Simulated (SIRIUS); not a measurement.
# CuO (Tenorite) (Cc) in SIRIUS: reference runs

Aim: a first look at CuO (Tenorite) with PBE, on the cell as given.

Program: SIRIUS 7.10.0. These are calculated values, not measurements. Logs are shortened: lines on timing, memory, paths and dates and some standing lists are left out, and cuts for length are marked. The log counts tension as positive stress, the text compression.

### Step 1. Starting point

The structure is monoclinic, space group Cc (No. 9). The conventional cell has a = 4.689 Å, b = 3.427 Å, c = 5.132 Å, α = 90.00°, β = 99.65°, γ = 90.00°. Cu (site symmetry 1) is surrounded by 4 O at 1.91 to 2.02 Å. Around O (site symmetry 1) lie 4 Cu at 1.91 to 2.02 Å.

### Step 2. Single point, PBE

sirius.json

```json
{
  "control": {
    "processing_unit": "cpu",
    "verbosity": 2,
    "num_bands_to_print": 35,
    "print_forces": true,
    "print_stress": true
  },
  "parameters": {
    "electronic_structure_method": "pseudopotential",
    "xc_functionals": ["XC_GGA_X_PBE", "XC_GGA_C_PBE"],
    "gk_cutoff": 9.6,
    "pw_cutoff": 19.2,
    "ngridk": [10, 10, 5],
    "shiftk": [0, 0, 0],
    "smearing": "fermi_dirac",
    "smearing_width": 0.0018374661,
    "num_bands": 35,
    "num_mag_dims": 0,
    "num_dft_iter": 100,
    "energy_tol": 1e-08,
    "density_tol": 1e-06
  },
  "iterative_solver": {
    "type": "davidson",
    "min_tolerance": 1e-09,
    "tolerance_scale": [0.1, 0.25]
  },
  "mixer": {
    "type": "anderson",
    "beta": 0.7,
    "max_history": 8
  },
  "settings": {
    "tol_ne": 1e-10,
    "pseudo_grid_cutoff": 6.5
  },
  "unit_cell": {
    "lattice_vectors": [
      [4.430746358104, -3.237856741934, 0.0],
      [4.430746358104, 3.237856741934, 0.0],
      [-1.626212046682, 0.0, 9.560949127168]
    ],
    "atom_coordinate_units": "lattice",
    "atom_types": ["Cu", "O"],
    "atom_files": {
      "O": "O.json",
      "Cu": "Cu.json"
    },
    "atoms": {
      "Cu": [
        [0.4968, 0.0032, 0.5],
        [0.0032, 0.4968, 0.0]
      ],
      "O": [
        [0.4056, 0.5714, 0.7537],
        [0.5714, 0.4056, 0.2537]
      ]
    }
  }
}
```

Potentials or basis: PseudoDojo 0.4.1 PBE standard (scalar relativistic).

Started as:

```sh
$ upf_to_json O.upf
$ upf_to_json Cu.upf
$ OMP_NUM_THREADS=1 sirius.scf --input=sirius.json --output=out.json --task=0
```

Output:

```text
[info] SIRIUS version : 7.10.0
[info] number of MPI ranks           : 1
[info] MPI grid                      : 1 1
[info] maximum number of OMP threads : 1
[fft] FFT context for density and potential
[fft] =====================================
[fft]   comm size                             : 1
[fft]   plane wave cutoff                     : 19.2
[fft]   grid size                             : 36 36 64   total : 82944
[fft]   grid limits                           : -17 18   -17 18   -31 32
[fft]   number of G-vectors within the cutoff : 16404
[fft]   local number of G-vectors             : 16404
[fft]   number of G-shells                    : 8518
[fft] FFT context for coarse grid
[fft] =====================================
[fft]   comm size                             : 1
[fft]   plane wave cutoff                     : 19.2
[fft]   grid size                             : 36 36 64   total : 82944
[fft]   grid limits                           : -17 18   -17 18   -31 32
[fft]   number of G-vectors within the cutoff : 16404
[fft]   local number of G-vectors             : 16404
[fft]   number of G-shells                    : 8518
[unit cell] lattice vectors
[unit cell]   a1 :       4.4307463581     -3.2378567419      0.0000000000
[unit cell]   a2 :       4.4307463581      3.2378567419      0.0000000000
[unit cell]   a3 :      -1.6262120467      0.0000000000      9.5609491272
[unit cell] reciprocal lattice vectors
[unit cell]   b1 :       0.7090436689     -0.9702691947      0.1206005116
[unit cell]   b2 :       0.7090436689      0.9702691947      0.1206005116
[unit cell]   b3 :      -0.0000000000      0.0000000000      0.6571717121
[unit cell] unit cell volume :       274.32508460 [a.u.^3]
[unit cell] 1/sqrt(omega)    :         0.06037640
[unit cell] MT volume        :         0.00000000 ( 0.00%)
[unit cell] IT volume        :       274.32508460 (100.00%)
[unit cell] number of atom types : 2
[unit cell] type id : 0 symbol : Cu mt_radius :  14.910000 num_atoms : 2
[unit cell] type id : 1 symbol :  O mt_radius :   9.350000 num_atoms : 2
[unit cell] total number of atoms : 4
[unit cell] number of symmetry classes : 2
[unit cell] number of PAW atoms : 0
[unit cell] atom id  type id  class id             position                      vector_field
[unit cell] ------------------------------------------------------------------------------------------
[unit cell]      0        0        0      0.49680   0.00320   0.50000      0.00000   0.00000   0.00000
[unit cell]      1        0        0      0.00320   0.49680   0.00000      0.00000   0.00000   0.00000
[unit cell]      2        1        1      0.40560   0.57140   0.75370      0.00000   0.00000   0.00000
[unit cell]      3        1        1      0.57140   0.40560   0.25370      0.00000   0.00000   0.00000
[unit cell] atom id         position (Cartesian, a.u.)
[unit cell] ---------------------------------------------
[unit cell]      0       1.402267   -1.598206    4.780475
[unit cell]      1       2.215373    1.598206    0.000000
[unit cell]      2       3.103163    0.536837    7.206087
[unit cell]      3       3.916269   -0.536837    2.425613
[unit cell] class id : 0 atom id : 0 1
[unit cell] class id : 1 atom id : 2 3
[unit cell] minimum bond length:     3.604454
[unit cell] total number of pseudo wave-functions: 28
[sym] space group number   : 9
[sym] international symbol : Cc
[sym] Hall symbol          : C -2yc
[sym] space group transformation matrix :
[sym]   0.5000  0.5000  0.0000
[sym]  -0.5000  0.5000  0.0000
[sym]   0.0000  0.0000  1.0000
[... 295 lines left out ...]
[diagonalize] ik:    2   -3.674637   -3.674617   -2.115781   -2.115620   -2.114388   -2.114124   -2.098974   -2.098845   -0.262328   -0.220029    0.175013    0.252908    0.263750    0.272207    0.321165    0.333375    0.354833    0.365518    0.372742    0.380676    0.383027    0.392618    0.394332    0.403335    0.459079    0.485018    0.571308    0.724474    0.737067    0.858522    0.972120    1.012282    1.064213    1.093807    1.130247
[diagonalize] ik:    3   -3.674626   -3.674611   -2.115930   -2.115623   -2.114350   -2.114154   -2.099085   -2.098842   -0.253464   -0.217463    0.188650    0.229692    0.250210    0.268499    0.311101    0.316405    0.359315    0.368438    0.377642    0.381670    0.384603    0.398474    0.400513    0.405759    0.458174    0.479299    0.611995    0.690497    0.783449    0.800042    0.930336    0.970929    1.049722    1.087766    1.144949
[diagonalize] ik:    4   -3.674616   -3.674608   -2.116051   -2.115626   -2.114305   -2.114191   -2.099174   -2.098840   -0.245755   -0.215381    0.198405    0.204846    0.249161    0.268532    0.300940    0.304761    0.364062    0.370678    0.379691    0.380887    0.387544    0.403615    0.404680    0.410183    0.459404    0.474012    0.643004    0.668617    0.747991    0.831052    0.901554    0.936699    1.037167    1.076960    1.162257
[diagonalize] ...
[diagonalize] ik:  136   -3.674616   -3.674606   -2.115927   -2.115775   -2.114304   -2.114192   -2.099061   -2.098945   -0.241458   -0.226370    0.215974    0.228459    0.258359    0.280311    0.284825    0.308199    0.360703    0.367936    0.370779    0.378875    0.389259    0.394808    0.400097    0.406019    0.433305    0.466942    0.640056    0.679321    0.826153    0.859035    0.887445    0.975020    1.035608    1.065694    1.079384
[diagonalize] ik:  137   -3.674622   -3.674612   -2.115931   -2.115661   -2.114303   -2.114197   -2.099075   -2.098867   -0.244216   -0.228838    0.211451    0.235172    0.256103    0.272409    0.282280    0.320762    0.357774    0.370524    0.373097    0.379527    0.388816    0.392663    0.400805    0.406424    0.436664    0.474431    0.633013    0.678798    0.824391    0.847265    0.881483    0.976051    1.070652    1.083564    1.110324
[diagonalize] ik:  138   -3.674624   -3.674613   -2.115797   -2.115757   -2.114311   -2.114194   -2.098966   -2.098942   -0.247384   -0.230771    0.212560    0.235197    0.266955    0.283883    0.301101    0.306222    0.361564    0.361768    0.371721    0.375376    0.385632    0.393062    0.401499    0.404709    0.438376    0.465011    0.625400    0.668337    0.842168    0.906682    0.911008    0.960688    1.042675    1.052492    1.086707
[diagonalize] ik:  139   -3.674630   -3.674619   -2.115783   -2.115657   -2.114311   -2.114198   -2.098966   -2.098871   -0.250771   -0.233978    0.210064    0.244545    0.266063    0.280372    0.295342    0.317106    0.358347    0.365736    0.372172    0.376609    0.385384    0.393341    0.400814    0.404858    0.442894    0.470269    0.613035    0.660108    0.845364    0.904165    0.919320    0.968343    1.053820    1.074495    1.122074
[diagonalize] ik:  140   -3.674636   -3.674626   -2.115676   -2.115644   -2.114314   -2.114202   -2.098886   -2.098871   -0.255001   -0.237970    0.209029    0.250570    0.269621    0.280079    0.312665    0.315156    0.357596    0.359304    0.373595    0.376818    0.381988    0.390572    0.402563    0.404629    0.458638    0.468287    0.595048    0.641727    0.848014    0.936273    0.969068    0.985178    1.033247    1.047957    1.162810
[find] Charges and magnetic moments
[find] --------------------------------------------------------------------------------
[find] total charge          : 50.000000
[find] Energy
[find] --------------------------------------------------------------------------------
[find] valence_eval_sum               :     -30.78660205
[find] <rho|V^{XC}>                   :     -57.48699491
[find] <rho|E^{XC}>                   :     -54.93864144
[find] <mag|B^{XC}>                   :       0.00000000
[find] <rho|V^{H}>                    :     271.32751824
[find] one-electron contribution      :    -244.62712538 (Ha),    -489.25425076 (Ry)
[find] hartree contribution           :     135.66375912
[find] xc contribution                :     -54.93864144
[find] ewald contribution             :    -248.30919366
[find] PAW contribution               :       0.00000000
[find] smearing (-TS)                 :      -0.00071599
[find] SCF correction                 :      -0.00000622
[find] Total energy                   :    -412.21120758 (Ha),    -824.42241516 (Ry)
[find] Free energy (E-TS)             :    -412.21192357 (Ha),    -824.42384714 (Ry)
[find] band gap (eV)                  :       0.00000000
[find] Efermi                         :       0.46109308
[find] iteration : 11, RMS : 1.364369623676e-07, energy difference : -6.926370588189e-10
[find] Hartree energy of density residual : 2.049679530817e-12
[find] bands are converged : true
[find] iterative solver converged : true
[find] converged after 12 SCF iterations!
[find] Charges and magnetic moments
[find] --------------------------------------------------------------------------------
[find] total charge          : 50.000000
[find] Energy
[find] --------------------------------------------------------------------------------
[find] valence_eval_sum               :     -30.78660205
[find] <rho|V^{XC}>                   :     -57.48699491
[find] <rho|E^{XC}>                   :     -54.93864144
[find] <mag|B^{XC}>                   :       0.00000000
[find] <rho|V^{H}>                    :     271.32751824
[find] one-electron contribution      :    -244.62712538 (Ha),    -489.25425076 (Ry)
[find] hartree contribution           :     135.66375912
[find] xc contribution                :     -54.93864144
[find] ewald contribution             :    -248.30919366
[find] PAW contribution               :       0.00000000
[find] smearing (-TS)                 :      -0.00071599
[find] SCF correction                 :      -0.00000622
[find] Total energy                   :    -412.21120758 (Ha),    -824.42241516 (Ry)
[find] Free energy (E-TS)             :    -412.21192357 (Ha),    -824.42384714 (Ry)
[find] band gap (eV)                  :       0.00000000
[find] Efermi                         :       0.46109308
[ground_state] === stress tensor components [kbar] ===
[ground_state] === stress_kin ===
[ground_state] -140142.477200   -0.000000 -545.737579
[ground_state]    -0.000000-141601.602708   -0.000000
[ground_state]  -545.737579   -0.000000-139569.214094
[ground_state] === stress_har ===
[ground_state] -51878.629251   -0.000000 3052.464014
[ground_state]    -0.000000-41097.566611   -0.000000
[ground_state]  3052.464014   -0.000000-52521.437983
[ground_state] === stress_ewald ===
[ground_state] 83553.554162    0.000000 5302.714754
[ground_state]     0.000000100825.997774    0.000000
[ground_state]  5302.714754    0.00000081928.859194
[ground_state] === stress_vloc ===
[ground_state] 33449.661484    0.000000-8036.307717
[ground_state]     0.000000 6190.674443   -0.000000
[ground_state] -8036.307717   -0.00000035432.830453
[ground_state] === stress_xc ===
[ground_state]  3463.090299    0.000000    6.390071
[ground_state]     0.000000 3477.400821    0.000000
[ground_state]     6.390071    0.000000 3459.873602
[ground_state] === stress_core ===
[ground_state] 13878.252360    0.000000    1.833437
[ground_state]     0.00000013880.974065    0.000000
[ground_state]     1.833437    0.00000013879.238173
[ground_state] === stress_nonloc ===
[ground_state] 57625.043711    0.000000  235.357240
[ground_state]     0.00000058258.215561    0.000000
[ground_state]   235.357240    0.00000057342.801876
[ground_state] === stress_us_nl ===
[ground_state] 57625.043711    0.000000  235.357240
[ground_state]     0.00000058258.215561    0.000000
[ground_state]   235.357240    0.00000057342.801876
[ground_state] === stress_total ===
[ground_state]   -51.504434   -0.000000   16.714220
[ground_state]    -0.000000  -65.906655   -0.000000
[ground_state]    16.714220   -0.000000  -47.048779
[ground_state] ==== total Forces in Ha/bohr =====
[ground_state] atom:    0, force:      -0.0122931     -0.0067847      0.0047520
[ground_state] atom:    1, force:      -0.0122931      0.0067847      0.0047520
[ground_state] atom:    2, force:       0.0122916     -0.0061806     -0.0047515
[ground_state] atom:    3, force:       0.0122916      0.0061806     -0.0047515
[ground_state] ==== ultrasoft contribution from Qij =====
[ground_state] atom:    0, force:       0.0000000      0.0000000      0.0000000
[ground_state] atom:    1, force:       0.0000000      0.0000000      0.0000000
[ground_state] atom:    2, force:       0.0000000      0.0000000      0.0000000
[ground_state] atom:    3, force:       0.0000000      0.0000000      0.0000000
[ground_state] ==== non-local contribution from Beta-projector =====
[ground_state] atom:    0, force:      -0.0326684     -0.0309972      0.0176903
[ground_state] atom:    1, force:      -0.0326684      0.0309972      0.0176903
[ground_state] atom:    2, force:      -0.0216671     -0.1402469      0.0173348
[ground_state] atom:    3, force:      -0.0216671      0.1402469      0.0173348
[ground_state] ==== contribution from local potential =====
[ground_state] atom:    0, force:       0.5721902      0.5668325     -0.2786047
[ground_state] atom:    1, force:       0.5721902     -0.5668325     -0.2786047
[ground_state] atom:    2, force:      -0.5194361     -1.5343212      0.2448840
[ground_state] atom:    3, force:      -0.5194361      1.5343212      0.2448840
[ground_state] ==== contribution from core density =====
[ground_state] atom:    0, force:       0.0012650      0.0014884     -0.0008301
[ground_state] atom:    1, force:       0.0012650     -0.0014884     -0.0008301
[ground_state] atom:    2, force:       0.0003149      0.0046915     -0.0004737
[ground_state] atom:    3, force:       0.0003149     -0.0046915     -0.0004737
[ground_state] ==== Ewald forces from ions =====
[ground_state] atom:    0, force:      -0.5530798     -0.5441084      0.2664966
[ground_state] atom:    1, force:      -0.5530798      0.5441084      0.2664966
[ground_state] atom:    2, force:       0.5530798      1.6636966     -0.2664966
[ground_state] atom:    3, force:       0.5530798     -1.6636966     -0.2664966
[~DFT_ground_state] local op. applied: 138755
[~DFT_ground_state] evp. work count: 16531.7
[~DFT_ground_state] number of iterative solver steps: 5417
```

Wall time 8.8 min (1 thread of Arm Neoverse V1, shared host); peak memory 1.5 GiB.

What came out:

```
Free energy            : -11216.8579 eV
Pressure               : 5.5 GPa
Largest force          : 0.762 eV/Å
Band gap on the k mesh : none (metal or under the smearing width)
```

Forces in eV/Å, atoms in the order of the input:
```
Cu  -0.632 -0.349  0.244
Cu  -0.632  0.349  0.244
O    0.632 -0.318 -0.244
O    0.632  0.318 -0.244
```

Caveat: the run has no spin polarisation, though such a crystal can be magnetic; semilocal functionals often make such compounds metallic where correlation or magnetic order opens a gap, which also shifts bond lengths. With open d or f shells a metallic result of PBE can be an artefact of self-interaction; +U or a hybrid may open a gap.
